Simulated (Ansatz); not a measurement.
**BaTe under changes of volume**

One of the cells (39.652 Å³/atom); the others are scaled copies at fixed shape and fractional positions:

```xyz
2
Lattice="0.0000 3.4100 3.4100 3.4100 0.0000 3.4100 3.4100 3.4100 0.0000" Properties=species:S:1:pos:R:3 pbc="T T T"
Ba    0.0000    0.0000    0.0000
Te    3.4100    3.4100    3.4100
```

* Program: Ansatz 0.2.0
* Functional: PBE
* Potentials or basis: all-electron LAPW, scalar-relativistic
* Cutoff: 148 eV (chosen from the basis error)
* Basis error allowed: 0.0005 eV/atom
* k mesh: 7 × 7 × 7
* Occupations: fermi-dirac, width 0.05 eV
* Spin: no spin polarisation

| volume (Å³/atom) | energy over the lowest point (meV/atom) | pressure (GPa) | gap on the mesh (eV) |
| --- | --- | --- | --- |
| 37.273 | 117.13 | 6.9 | 1.32 |
| 38.066 | 85.77 | 5.8 | 1.38 |
| 38.859 | 59.79 | 4.7 | 1.43 |
| 39.652 | ? | ? | ? |
| 40.445 | 21.91 | 3.0 | 1.52 |
| 41.238 | 9.15 | 2.2 | 1.57 |
| 42.031 | 0.00 | 1.5 | 1.61 |

Question: What does the run at 39.652 Å³/atom give?

Answer: Energy over the lowest point 38.65 meV/atom; pressure 3.8 GPa; gap on the mesh 1.48 eV.

Worked out: A Birch-Murnaghan fit of order 3 (a polynomial in V^(-2/3)) to the other rows has no minimum within the range. It gives 38.65 meV/atom at 39.652 Å³/atom, against the run's 38.65, and -dE/dV = 3.8 GPa, against 3.8. A straight line through the other rows of the gap, of slope 2.39 eV per unit of ln V, gives 1.47 eV, against the run's 1.48.

Energies are extrapolated to zero smearing.

Caveats: spin-orbit coupling is left out, which moves the levels of the heavy elements; an odd mesh through Γ misses points on the zone boundary, where band edges often lie.
